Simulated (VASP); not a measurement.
# AlCo (Pm-3m) in VASP: a series of runs

The runs below take AlCo through density of states, hyperfine couplings, with PBEsol, rev-vdW-DF2+U.

Everything below comes from runs of VASP 6.6.1. Logs are shortened: lines on timing, memory, paths and dates and some standing lists are left out, and cuts for length are marked.

### Step 1. The undisturbed crystal

Symmetry: Pm-3m, No. 221, cubic system. Conventional cell: a = 2.819 Å, b = 2.819 Å, c = 2.819 Å, α = 90.00°, β = 90.00°, γ = 90.00°. Co (site symmetry m-3m) has 8 Al at 2.44 Å as nearest neighbours. Al (site symmetry m-3m) is surrounded by 8 Co at 2.44 Å.

The cell is a database's computed one.

### Step 2. Density of states, PBEsol, collinear spin, antiferromagnetic start (volume scaled by 1.25)

run.py reads:

```python
from ase import Atoms
from ase.calculators.vasp import Vasp
from ase.dft.dos import DOS

atoms = Atoms(
    ['Co', 'Co', 'Al', 'Al'],
    cell=[[3.0371100404, 0.0, 0.0], [0.0, 3.0371100404, 0.0], [0.0, 0.0, 6.0742200808]],
    scaled_positions=[[0.5, 0.5, 0.25], [0.5, 0.5, 0.75], [0.0, 0.0, 0.0], [0.0, 0.0, 0.5]],
    pbc=True,
)
atoms.set_initial_magnetic_moments([2.0, -2.0, 0.0, 0.0])
calc = Vasp(
    directory='calc',
    xc='pbesol',
    pp='PBE',
    setups='recommended',
    prec='Accurate',
    encut=520,
    ediff=1e-06,
    ismear=1,
    sigma=0.1,
    lreal=False,
    lasph=True,
    nelm=120,
    algo='Fast',
    isif=2,
    lwave=False,
    lcharg=False,
    ispin=2,
    lorbit=10,
    lmaxmix=4,
    kpts=[9, 9, 5],
    gamma=True,
    nbands=24,
)
atoms.calc = calc

print('energy (eV):', atoms.get_potential_energy())
print('free energy (eV):', atoms.get_potential_energy(force_consistent=True))
print('forces (eV/A):')
print(atoms.get_forces())
print('stress (eV/A^3, Voigt):', atoms.get_stress())
print('Fermi level (eV):', calc.get_fermi_level())
print('moment (muB):', atoms.get_magnetic_moment())
print('site moments (muB):', atoms.get_magnetic_moments())
dos = DOS(calc, width=0.2, window=(-10, 10), npts=301)
print('E - E_F (eV), DOS (1/eV)')
for e, g in zip(dos.get_energies(), dos.get_dos()):
    print(f'{e:8.3f} {g:10.4f}')
```

Potentials or basis: VASP PAW PBE potentials, release 64 (Co, Al).

Run with:

```
python run.py
```

Output:

```text
energy (eV): -25.06655837
free energy (eV): -25.06642382
forces (eV/A):
[[-0.  0.  0.]
 [ 0.  0.  0.]
 [-0. -0.  0.]
 [-0. -0. -0.]]
stress (eV/A^3, Voigt): [ 0.15718036  0.15718036  0.16879178  0.         -0.         -0.        ]
Fermi level (eV): 8.01994326
moment (muB): 0.0
site moments (muB): [ 0.439 -0.439  0.     0.   ]
E - E_F (eV), DOS (1/eV)
 -10.000     0.0035
  -9.933     0.0084
  -9.867     0.0178
  -9.800     0.0338
  -9.733     0.0582
  -9.667     0.0915
[... 293 lines left out ...]
   9.933     1.4651
  10.000     1.8091
```

It took 64 s on 1 thread of AMD EPYC 9R45 (Zen 5), shared host; peak memory 0.21 GiB.

What came out:

* Free energy: -25.0664 eV
* Pressure: -25.8 GPa
* Band gap on the k mesh: none (metal or under the smearing width)
* Net moment: 0.00 μB per cell
* Site moments: Co +0.44, -0.44; Al +0.00 μB
* Valence electrons inside the program's atomic spheres: Co 8.14; Al 0.73

Levels at points of the mesh, in eV from the Fermi level:
Spin up:
```
           k point  band 8  band 9  band 10  band 11  band 12  band 13  band 14  band 15  band 16  band 17
(0.00, 0.00, 0.00)   -1.26   -0.63    -0.50    -0.50    -0.35     0.18     5.17     5.17     5.17     8.11
```
Spin down:
```csv
k point,band 9,band 10,band 11,band 12,band 13,band 14,band 15,band 16
"(0.00, 0.00, 0.00)",-0.63,-0.50,-0.50,-0.35,0.18,5.17,5.17,5.17
```

States per cell in windows of 1 eV (zero at the Fermi level; states under -8 eV left out):
```tsv
from (eV)	up	down	Co1_d_up	Co2_d_down	Co1_d_down	Co2_d_up	Co1_p_up	Co2_p_down
-8.0	0.31	0.31	0.00	0.00	0.00	0.00	0.01	0.01
-7.0	0.39	0.39	0.01	0.01	0.01	0.01	0.01	0.01
-6.0	0.52	0.52	0.02	0.02	0.02	0.02	0.02	0.02
-5.0	0.65	0.65	0.07	0.07	0.06	0.06	0.02	0.02
-4.0	0.79	0.79	0.14	0.14	0.10	0.10	0.02	0.02
-3.0	2.07	2.07	0.73	0.73	0.41	0.41	0.05	0.05
-2.0	3.22	3.22	1.57	1.57	1.02	1.02	0.02	0.02
-1.0	3.73	3.73	1.38	1.38	1.86	1.86	0.03	0.03
0.0	1.29	1.29	0.33	0.33	0.60	0.60	0.03	0.03
1.0	0.45	0.45	0.08	0.08	0.14	0.14	0.02	0.02
2.0	0.97	0.97	0.15	0.15	0.19	0.19	0.04	0.04
3.0	0.91	0.91	0.11	0.11	0.13	0.13	0.04	0.04
4.0	0.79	0.79	0.08	0.08	0.08	0.08	0.04	0.04
5.0	0.94	0.94	0.08	0.08	0.09	0.09	0.04	0.04
6.0	0.98	0.98	0.07	0.07	0.07	0.07	0.05	0.05
7.0	0.76	0.76	0.04	0.04	0.05	0.05	0.04	0.04
```

Caveat: the PAW data sets were made with another functional, which shifts forces and pressure a little.

### Step 3. Hyperfine couplings, rev-vdW-DF2+U, collinear spin, ferromagnetic start (cell strained at random at fixed volume)

INCAR reads:

```
SYSTEM = AlCo
AGGAC    = 0.0          
ALGO     = Fast           ! electronic algorithm
EDIFF    = 1E-6           ! SCF threshold, eV
ENCUT    = 520            ! plane-wave cutoff, eV
GGA      = MK             ! functional
ISIF     = 2              ! what is computed and relaxed
ISMEAR   = -1             ! smearing method
ISPIN    = 2              ! spin polarisation
LASPH    = .True.         ! aspherical terms in the spheres
LCHARG   = .False.        ! write CHGCAR
LDAU     = .True.         ! DFT+U
LDAUJ    = 0.5 0        
LDAUL    = 2 -1           ! shell
LDAUPRINT= 1            
LDAUTYPE = 2            
LDAUU    = 4 0            ! U, eV
LHYPERFINE= .True.       
LMAXMIX  = 4              ! l up to which the mixer works
LORBIT   = 11             ! projections on sites
LREAL    = .False.        ! projectors in reciprocal space
LUSE_VDW = .True.       
LWAVE    = .False.        ! write WAVECAR
MAGMOM   = 2 0            ! initial moments
NELECT   = 11.98        
NELM     = 100            ! most SCF steps
PARAM1   = 0.1234       
PARAM2   = 0.711357     
PREC     = Accurate       ! precision mode
SIGMA    = 0.1            ! smearing width, eV
ZAB_VDW  = -1.8867
```

KPOINTS reads:

```
k-points
0
Gamma
  6 6 6
  0 0 0
```

POSCAR reads:

```
AlCo
1.0
    2.8548240000      0.0231690000      0.0295640000
    0.0231690000      2.7428140000     -0.0204670000
    0.0295640000     -0.0204670000      2.8628310000
Co Al
1 1
Direct
    0.5000000000      0.5000000000      0.5000000000
    0.0000000000      0.0000000000      0.0000000000
```

Potentials or basis: VASP PAW PBE potentials, release 64 (Co, Al).

Run with:

```
cat potpaw_PBE.64/Co/POTCAR potpaw_PBE.64/Al/POTCAR > POTCAR
mpirun -np 1 vasp_std > vasp.out
```

OUTCAR:

```text
SYSTEM = AlCo
   EDIFF = 1E-6
   ENCUT = 520
   GGA = MK
   ISIF = 2
   ISMEAR = -1
   ISPIN = 2
   LASPH = .True.
   LORBIT = 11
   LREAL = .False.
   NELECT = 11.98
   NELM = 100
   PREC = Accurate

 ion  position               nearest neighbor table
   1  0.500  0.500  0.500-   2 2.40   2 2.40   2 2.45   2 2.45   2 2.46   2 2.46   2 2.46   2 2.46

   2  0.000  0.000  0.000-   1 2.40   1 2.40   1 2.45   1 2.45   1 2.46   1 2.46   1 2.46   1 2.46

  LATTYP: Found a triclinic cell.
 ALAT       =     3.9361131928
 B/A-ratio  =     0.6968773709
 C/A-ratio  =     1.0377768754
 COS(alpha) =     0.0013423817
 COS(beta)  =     0.5212439470
 COS(gamma) =     0.6863143619

  Lattice vectors:

 A1 = (  -0.0527330000,  -2.7223470000,  -2.8423640000)
 A2 = (  -0.0231690000,  -2.7428140000,   0.0204670000)
 A3 = (  -2.8843880000,  -0.0027020000,  -2.8923950000)

Analysis of symmetry for initial positions (statically):
=====================================================================
 Subroutine PRICEL returns:
 Original cell was already a primitive cell.

 Routine SETGRP: Setting up the symmetry group for a
 triclinic supercell.

 Subroutine GETGRP returns: Found  2 space group operations
 (whereof  2 operations were pure point group operations)
 out of a pool of  2 trial point group operations.

The static configuration has the point symmetry S_2 .

Analysis of symmetry for dynamics (positions and initial velocities):
[... 1378 lines left out ...]
  Direction    XX          YY          ZZ          XY          YZ          ZX
  --------------------------------------------------------------------------------------
  -------------------------------------------------------------------------------------
  Total       -0.6297357      0.2412670     -0.6338838     -0.3516228      0.3160768     -0.4515188
  in kB      -45.0191657     17.2479307    -45.3157046    -25.1371597     22.5960056    -32.2786178
  external PRESSURE =     -24.3623132 kB  Pullay stress =       0.0000000 kB

 VOLUME and BASIS-vectors are now :
 -----------------------------------------------------------------------------
  energy-cutoff  :      520.00
  volume of cell :       22.41
      direct lattice vectors                 reciprocal lattice vectors
     2.854824000  0.023169000  0.029564000     0.350346217 -0.002986589 -0.003639321
     0.023169000  2.742814000 -0.020467000    -0.002986589  0.364633979  0.002637689
     0.029564000 -0.020467000  2.862831000    -0.003639321  0.002637689  0.349361027

 POSITION                                       TOTAL-FORCE (eV/Angst)
 -----------------------------------------------------------------------------------
      1.45378      1.37276      1.43596         0.000000     -0.000000     -0.000000
      0.00000      0.00000      0.00000        -0.000000      0.000000      0.000000
 -----------------------------------------------------------------------------------
    total drift:                                0.000000     -0.000000     -0.000000

  FREE ENERGIE OF THE ION-ELECTRON SYSTEM (eV)
  ---------------------------------------------------
  free  energy   TOTEN  =        -6.0200515333 eV

  energy  without entropy=       -6.0048258544  energy(sigma->0) =       -6.01243869

Total vdW correction in eV:      1.8791998

 Fermi contact (isotropic) hyperfine coupling parameter (MHz)
 -------------------------------------------------------------
  ion      A_pw      A_1PS     A_1AE     A_1c      A_tot
 -------------------------------------------------------------
   1      36.877    36.866   -13.761   -38.866   -13.750
   2      -0.016    -0.018   -14.994    -0.014   -14.992
 -------------------------------------------------------------

 Dipolar hyperfine coupling parameters (MHz)
 ---------------------------------------------------------------------
  ion      A_xx      A_yy      A_zz      A_xy      A_xz      A_yz
 ---------------------------------------------------------------------
   1      12.293   -30.405    18.112     0.872     0.847    -0.807
   2       0.142    -0.317     0.175     0.085     0.023    -0.068
 ---------------------------------------------------------------------

 Total hyperfine coupling parameters after diagonalization (MHz)
 (convention: |A_zz| > |A_xx| > |A_yy|)
 ----------------------------------------------------------------------
  ion      A_xx      A_yy      A_zz     asymmetry (A_yy - A_xx)/ A_zz
 ----------------------------------------------------------------------
   1       4.492    -1.556   -44.187       0.137
   2     -14.838   -14.803   -15.334      -0.002
 ---------------------------------------------------------------------

 total charge

# of ion       s       p       d       tot
------------------------------------------
    1        0.441   0.518   7.669   8.628
    2        0.392   0.430   0.000   0.823
--------------------------------------------------
tot          0.834   0.948   7.669   9.451

 magnetization (x)

# of ion       s       p       d       tot
------------------------------------------
    1       -0.005  -0.025   0.371   0.341
    2       -0.004  -0.015   0.000  -0.019
--------------------------------------------------
tot         -0.008  -0.040   0.371   0.322
```

stdout:

```text
POSCAR found type information on POSCAR CoAl
 POSCAR found :  2 types and       2 ions
 scaLAPACK will be used
 -----------------------------------------------------------------------------
|                                                                             |
|                                                                             |
|     You have switched on vdW-DFT.                                           |
|     This routine was written and supplied by Jiri Klimes. We recommend      |
[... 18 lines left out ...]
 POSCAR, INCAR and KPOINTS ok, starting setup
 FFT: planning ... GRIDC
 FFT: planning ... GRID_SOFT
 FFT: planning ... GRID
 WAVECAR not read
 entering main loop
 the old and the new charge density differ
 old charge density:    12.00000 new   11.98000
    0.114E+01
WARNING in EDDRMM: call to ZHEGV failed, returncode =   8  4     11
```

Wall time 66 s (1 thread of AMD EPYC 9R45 (Zen 5), shared host); peak memory 0.26 GiB.

The run converged, but some of its settings lie outside the range that counts as converged (typed here: k = 6 × 6 × 6; NELECT = 11.98), so its numbers aren't taken as properties of the crystal.

Results:

```yaml
Free_energy: -6.0201 eV
Band_gap_on_the_k_mesh: none (metal or under the smearing width)
Net_moment: 0.24 μB per cell
Site_moments: Co +0.34; Al -0.02 μB
Valence_electrons_inside_the_program's_atomic_spheres: Co 8.63; Al 0.82
```

Caveat: the k mesh is coarse (spacing up to 0.38 Å⁻¹), so the values aren't converged; the cell is charged against a uniform background, so pressure and absolute levels hang on convention; the PAW data sets were made with another functional, which shifts forces and pressure a little; the U is typed as a test and isn't derived for this compound.
